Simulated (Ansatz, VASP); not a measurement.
This is a calculation of Sr for Ansatz 0.2.0.

Contents of input.yaml:

```yaml
crystal:
  lattice:
    - [0.0, 2.9802437979, 2.9802437979]
    - [2.9802437979, 0.0, 2.9802437979]
    - [2.9802437979, 2.9802437979, 0.0]
  atoms:
    - { symbol: Sr, position: [0.0, 0.0, 0.0] }
hamiltonian:
  xc: pbesol
  pseudopotentials: { kind: paw }
kpoints:
  mp_grid: { grid: [8, 8, 8] }
scf:
  occupations: { method: fermi_dirac, width: 0.05 }
output:
  forces: true
  stress: true
  eigenvalues: true
```

Potentials or basis: Ansatz PAW.

The run is started by

```bash
$ ansatz run input.yaml --threads 1 --pin off --max-ram 3584MiB --backend cpu --events-out ev --progress --plain --runs-dir out
```

Set up the same calculation for VASP 6.6.1. Potentials there: VASP PAW PBE potentials, release 64 (Sr_sv).

As run (the cutoff follows the program's own potentials):

File INCAR:

```
SYSTEM = Sr
PREC = Accurate
ENCUT = 520
EDIFF = 1E-7
ISMEAR = -1
SIGMA = 0.05
LREAL = .FALSE.
LASPH = .TRUE.
NELM = 100
ALGO = Normal
ISIF = 2
LWAVE = .FALSE.
LCHARG = .FALSE.
GGA = PS
NBANDS = 11
```

KPOINTS

```
regular mesh
0
G
  8 8 8
  0 0 0
```

File POSCAR:

```
Sr
1.0
    0.0000000000      2.9802437979      2.9802437979
    2.9802437979      0.0000000000      2.9802437979
    2.9802437979      2.9802437979      0.0000000000
Sr
1
Direct
    0.0000000000      0.0000000000      0.0000000000
```

Potentials or basis: VASP PAW PBE potentials, release 64 (Sr_sv).

The run is started by

```sh
$ cat potpaw_PBE.64/Sr_sv/POTCAR > POTCAR
$ mpirun -np 1 vasp_std > vasp.out
```

Both were run:

|  | VASP | Ansatz | Ansatz less VASP |
| --- | --- | --- | --- |
| gap on the k mesh at the Fermi level (eV) | none | none | - |
| pressure (GPa) | -0.2 | -0.3 | -0.01 |

A gap of «none» marks a metal or a gap that the smearing closes. The functional is the same, so the differences come from potentials, cutoffs and numerics.

Caveats: the PAW data sets were made with another functional, which shifts forces and pressure a little (VASP); the PAW data sets come from PBE, with cores solved anew for the run's functional, which leaves a small shift of forces and pressure (Ansatz).
